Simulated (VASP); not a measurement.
# Pt₆S₁₁: saddle point by the improved dimer method

Pt₆S₁₁, defect, 17 atoms in the cell. PBE, improved dimer method; PAW potentials Pt, S (PBE set).

Path: a S atom hops into a neighbouring S vacancy; Length of the hop (Å): 3.069; Atoms free in the vibrations (from 0): 0, 3, 4, 11, 13.

## Input

INCAR.step1:
```
SYSTEM = Pt6S11
PREC = Accurate ; ENCUT = 300
EDIFF = 1E-7 ; ISMEAR = 0
SIGMA = 0.05 ; LREAL = .False.
LASPH = .True. ; NELM = 100
ALGO = Normal ; LWAVE = .False.
LCHARG = .False. ; ISYM = 0
KPAR = 8 ; IBRION = 2
NSW = 100 ; ISIF = 2
EDIFFG = -0.005 ; POTIM = 0.5
```

INCAR.step2, as INCAR.step1 but for:
```
- EDIFF = 1E-7
- EDIFFG = -0.005
+ EDIFF = 1E-6
+ EDIFFG = -0.02
```

INCAR.step3, as INCAR.step2 but for:
```
- IBRION = 2
- NSW = 100
- ISIF = 2
- POTIM = 0.5
+ IBRION = 44
+ NSW = 300
```

INCAR.step4, as INCAR.step3 but for:
```
- EDIFF = 1E-6
- IBRION = 44
- NSW = 300
- EDIFFG = -0.02
+ EDIFF = 1E-7
+ IBRION = 5
+ NFREE = 2
+ POTIM = 0.015
+ NSW = 1
```

KPOINTS:
```
k-points
0
Gamma
  3 2 3
```

POSCAR.step1:
```
Pt6S11
1.0
    7.0864000000      0.0000000000      0.0000000000
   -5.3148000000      9.2055036321      0.0000000000
    0.0000000000      0.0000000000      5.0388000000
Pt S
6 11
Direct
    0.0000000000      0.0000000000      0.0000000000
    0.0000000000      0.3333333333      0.0000000000
    0.0000000000      0.6666666667      0.0000000000
    0.5000000000      0.0000000000      0.0000000000
    0.5000000000      0.3333333333      0.0000000000
    0.5000000000      0.6666666667      0.0000000000
    0.3333333334      0.4444444444      0.7730000000
    0.3333333334      0.7777777778      0.7730000000
    0.8333333333      0.1111111111      0.7730000000
    0.8333333333      0.4444444444      0.7730000000
    0.8333333333      0.7777777778      0.7730000000
    0.1666666666      0.2222222222      0.2270000000
    0.1666666666      0.5555555556      0.2270000000
    0.1666666666      0.8888888889      0.2270000000
    0.6666666666      0.2222222222      0.2270000000
    0.6666666666      0.5555555556      0.2270000000
    0.6666666666      0.8888888889      0.2270000000
```

POSCAR.step2:
```
Pt6S11
1.0
    7.0864000000      0.0000000000      0.0000000000
   -5.3148000000      9.2055036321      0.0000000000
    0.0000000000      0.0000000000      5.0388000000
Pt S
6 11
Direct
    0.0000000000      0.0000000000      0.0000000000
    0.0000000000      0.3333333333      0.0000000000
    0.0000000000      0.6666666667      0.0000000000
    0.5000000000      0.0000000000      0.0000000000
    0.5000000000      0.3333333333      0.0000000000
    0.5000000000      0.6666666667      0.0000000000
    0.3333333334      0.4444444444      0.7730000000
    0.3333333334      0.7777777778      0.7730000000
    0.8333333333      0.1111111111      0.7730000000
    0.8333333333      0.4444444444      0.7730000000
    0.8333333333      0.7777777778      0.7730000000
    0.3333333334      0.1111111111     -0.2270000000
    0.1666666666      0.5555555556      0.2270000000
    0.1666666666      0.8888888889      0.2270000000
    0.6666666666      0.2222222222      0.2270000000
    0.6666666666      0.5555555556      0.2270000000
    0.6666666666      0.8888888889      0.2270000000
```

POSCAR.step3:
```
Pt6S11                                  
1.0
    7.0864000000      0.0000000000      0.0000000000
   -5.3148000000      9.2055036321      0.0000000000
    0.0000000000      0.0000000000      5.0388000000
Pt S
6 11
Direct
   -0.0375253754     -0.0230541860      0.0130031165
    0.9921599688      0.3343438593      0.0123036522
    0.9882958507      0.6685824006      1.0095376060
    0.5054450952      0.0050252907      0.0122782459
    0.5273915918      0.3559153166      0.0110569543
    0.4955135772      0.6718265368      1.0127700310
    0.3297594439      0.4464603993      0.7710056269
    0.3339837823      0.7837117105      0.7665782262
    0.8269629396      0.1165936925      0.7737974786
    0.8295084524      0.4466263470      0.7740044513
    0.8248807163      0.7788171375      0.7686429412
    0.2469239819      0.1701146514      0.0160134347
    0.1551954860      0.5595763528      0.2542757474
    0.1584643530      0.8935433578      0.2586314184
    0.6605951857      0.2221678799      0.2607290651
    0.6644827476      0.5634975808      0.2644793134
    0.6619112827      0.8950972903      0.2558665710

   -0.0429751512      0.0313180710      0.0319137985
   -0.0252770009      0.0134234037      0.0307484271
   -0.0333050916      0.0159535819      0.0564510622
   -0.0252076809      0.0134613368      0.0316485961
   -0.0430805458      0.0310727684      0.0319766907
   -0.0332765440      0.0157858312      0.0563944788
   -0.0380479272      0.0186099958      0.0495330371
   -0.0291752453      0.0067944811      0.0534805682
   -0.0257434399      0.0235069551      0.0391516171
   -0.0298966099      0.0334273785      0.0523017059
   -0.0378732893      0.0059812749      0.0646127578
    0.5241630020     -0.2977420301     -0.7575732671
   -0.0292009838      0.0063063946      0.0530971325
   -0.0383933362      0.0192438584      0.0501073871
   -0.0253988897      0.0240448456      0.0393296768
   -0.0378811852      0.0052896750      0.0641769945
   -0.0294300812      0.0335221783      0.0526493365
```

POSCAR.step4:
```
Pt6S11
1.0
    7.0864000000      0.0000000000      0.0000000000
   -5.3148000000      9.2055036321      0.0000000000
    0.0000000000      0.0000000000      5.0388000000
Pt S
6 11
Selective dynamics
Direct
    0.9460428035      0.9881285636      0.0480990548  T T T
    0.9995180819      0.3385938927      0.9822820336  F F F
    0.9956661924      0.6752258708      0.0105881527  F F F
    0.4809461282      0.0108957690      0.0677370079  T T T
    0.5487221253      0.3565079211      0.9437147320  T T T
    0.4829018151      0.6627448009      0.9914384501  F F F
    0.3306366505      0.4379513618      0.7364122426  F F F
    0.3281372088      0.7971509288      0.7833194315  F F F
    0.8050041344      0.1067615533      0.7969638588  F F F
    0.8724339071      0.4784607755      0.7172322895  F F F
    0.8161333736      0.7761484248      0.7518357901  F F F
    0.2868213110      0.1507625724      0.1015649114  T T T
    0.1608238616      0.5549163483      0.2382922193  F F F
    0.1291688908      0.8794523568      0.2912205173  T T T
    0.7014065799      0.2472036639      0.2613781635  F F F
    0.6617719098      0.5607514652      0.2473417906  F F F
    0.6178141059      0.8671893488      0.2655532344  F F F
```

POSCAR.step5:
```
Pt6S11
1.0
    7.0864000000      0.0000000000      0.0000000000
   -5.3148000000      9.2055036321      0.0000000000
    0.0000000000      0.0000000000      5.0388000000
Pt S
6 11
Selective dynamics
Direct
    0.0063337665      0.0031550758      0.0020898356  T T T
    0.9993201417      0.3323989311      0.0041419558  F F F
    0.9986451314      0.6662929764      0.9958155331  F F F
    0.4984778982      0.0029662553      0.0036097462  T T T
    0.4946929367      0.3262446855      0.0049773188  T T T
    0.5020556051      0.6682586799      0.9963579374  F F F
    0.3325388594      0.4407573273      0.7584886535  F F F
    0.3345275591      0.7815810129      0.7525969888  F F F
    0.8339120418      0.1120483941      0.7569202500  F F F
    0.8278356361      0.4397472644      0.7577937948  F F F
    0.8376465505      0.7814092093      0.7490021491  F F F
    0.1685379111      0.2197694315      0.2450591489  T T T
    0.1667692955      0.5561118982      0.2414732813  F F F
    0.1694402647      0.8927521566      0.2377868115  T T T
    0.6614362180      0.2199143886      0.2458137670  F F F
    0.6676160100      0.5565993037      0.2382590151  F F F
    0.6668808406      0.8888818984      0.2368138131  F F F
```

Commands (each step's output is kept before the next begins):
```
cat potpaw_PBE.64/Pt/POTCAR potpaw_PBE.64/S/POTCAR > POTCAR
cp INCAR.step1 INCAR
cp POSCAR.step1 POSCAR
mpirun -np 8 vasp_std > vasp.out
cp INCAR.step2 INCAR
cp POSCAR.step2 POSCAR
mpirun -np 8 vasp_std > vasp.out
# the block under the positions in POSCAR is the starting axis: the straight line between the two relaxed ends
cp INCAR.step3 INCAR
cp POSCAR.step3 POSCAR
mpirun -np 8 vasp_std > vasp.out
# POSCAR: the saddle point
cp INCAR.step4 INCAR
cp POSCAR.step4 POSCAR
mpirun -np 8 vasp_std > vasp.out
# POSCAR: the relaxed minimum
cp POSCAR.step5 POSCAR
mpirun -np 8 vasp_std > vasp.out
```

## Result

- Barrier (eV): 3.318
- Barrier with zero-point energies (eV): 3.298
- Imaginary frequency (cm⁻¹): 142
- Imaginary modes at the saddle: 1
- Attempt frequency (THz): 20.8
- Force evaluations of the dimer: 185
- Largest force left (eV/Å): 0.0194
- Ionic steps, all stages: 280
- Electronic steps, all stages: 1958

Vibrations (cm⁻¹; a negative value is imaginary):

| Mode | Minimum | Saddle |
|---|---|---|
| 1 | 346 | 538 |
| 2 | 337 | 314 |
| 3 | 327 | 290 |
| 4 | 316 | 266 |
| 5 | 293 | 253 |
| 6 | 282 | 179 |
| 7 | 163 | 152 |
| 8 | 158 | 141 |
| 9 | 147 | 133 |
| 10 | 139 | 124 |
| 11 | 135 | 115 |
| 12 | 127 | 107 |
| 13 | 114 | 88 |
| 14 | 112 | 78 |
| 15 | 104 | -142 |

Harmonic rate, classical:

| Temperature (K) | Jumps per second |
|---|---|
| 300 | 3.8e-43 |
| 600 | 2.8e-15 |
| 900 | 5.5e-06 |

The cell is PtS2 (18 atoms) with one S atom missing.

Limits: the cell holds 17 atoms, so the vacancy or interstitial meets its own images and the barrier isn't that of a lone defect; the attempt frequency counts the hopping atom and the four atoms nearest to it, while all others are held.

VASP 6.6.1 took 2660 s on 8 cores (Intel Xeon 6975P-C (Granite Rapids)), a shared host.
